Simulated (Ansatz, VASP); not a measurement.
**Two plane-wave programs on SnSe2**

```
Sn Se
1.0
     3.87167    0.00000    0.00000
    -1.93584    3.35297    0.00000
     0.00000    0.00000    6.97110
Sn Se
1 2
Direct
  0.00000 0.00000 0.00000
  0.66667 0.33333 0.77126
  0.33333 0.66667 0.22874
```

Alike in both runs: functional PBE; k mesh 12 × 12 × 4; occupations gaussian, width 0.02 eV; no spin polarisation.

Ansatz relaxed the structure, and its values are those at the end. VASP's run is a single point on that final structure, the one shown.

|  | VASP | Ansatz |
| --- | --- | --- |
| version | VASP 6.6.1 | Ansatz 0.2.0 |
| potentials or method | VASP PAW PBE potentials, release 64 (Sn_d, Se) | scalar-relativistic, plane waves, PAW |
| plane-wave cutoff (eV) | 520 | 420 |
| valence electrons in the cell | 26 | 46 |

Ansatz gave:

* gap on the k mesh at the Fermi level (eV): 0.70
* least direct gap on the mesh (eV): 1.08
* pressure (GPa): 0.0
* rms of the force components (eV/Å): 0.000

Q: Which values does VASP return?

A: gap on the k mesh at the Fermi level (eV): 0.70; least direct gap on the mesh (eV): 1.08; pressure (GPa): 0.1; rms of the force components (eV/Å): 0.006.

The functional is the same, so the differences come from potentials, cutoffs and numerics. The two sets of potentials don't hold the same shells in valence.

Caveats: spin-orbit coupling is left out, which moves the levels of the heavy elements; this functional lacks dispersion, which binds the layers, so the pressure and a relaxed spacing across them are unreliable. A k mesh can miss the band edges.
